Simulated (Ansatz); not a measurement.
## Phases of WC at 480 GPa

Structure types of WC are relaxed in primitive cells with their symmetry kept at 480 GPa, on PAW files; LAPW relaxes the small cells further and takes the PAW cell for the others (marked *). The enthalpy is E + pV at zero temperature, without zero-point motion. Only the types listed were tried, and differences under about 5 meV/atom are mesh noise. The real phase may be another.

Level of theory: DFT with PBE, scalar-relativistic, in Ansatz 0.2.0; Fermi–Dirac smearing of 0.1 eV, no spin polarisation. LAPW: all electrons, basis error target 0.5 meV/atom; PAW: frozen-core files, cutoff 420 eV.

k meshes: rocksalt 18×18×18, CsCl 16×16×16, WC 18×18×16, NiAs 12×12×7, zincblende 16×16×16.

Spin–orbit coupling is left out, which matters for the heavy atoms.

Q: Which type is lowest in enthalpy, and by how much?

A: CsCl, 94 meV/atom below WC. The whole table:

```csv
start type,ends as,"a, b, c (Å)",V (Å³/atom),"H − H(lowest), LAPW (meV/atom)","same, PAW"
rocksalt,"rocksalt, Fm-3m","3.732, 3.732, 3.732",6.50,388.4,397.9
CsCl,"CsCl, Pm-3m","2.321, 2.321, 2.321",6.25,0.0,0.0
WC,"WC, P-6m2","2.462, 2.462, 2.487",6.53,93.8,104.2
NiAs*,"distorted NiAs, P6_3/mmc","2.441, 2.441, 5.090",6.57,401.5,414.8
zincblende,"zincblende, F-43m","3.871, 3.871, 3.871",7.25,4221.6,4252.4
```

Q: Split the lead of CsCl over WC into energy and pV.

A: For WC less CsCl: ΔE = -735.7 meV/atom, and p·ΔV = 480 GPa × +0.2769 Å³ × 6.242 meV/(GPa·Å³) = +829.5 meV/atom, together 93.8 meV/atom. CsCl wins by its smaller volume, against the internal energy.
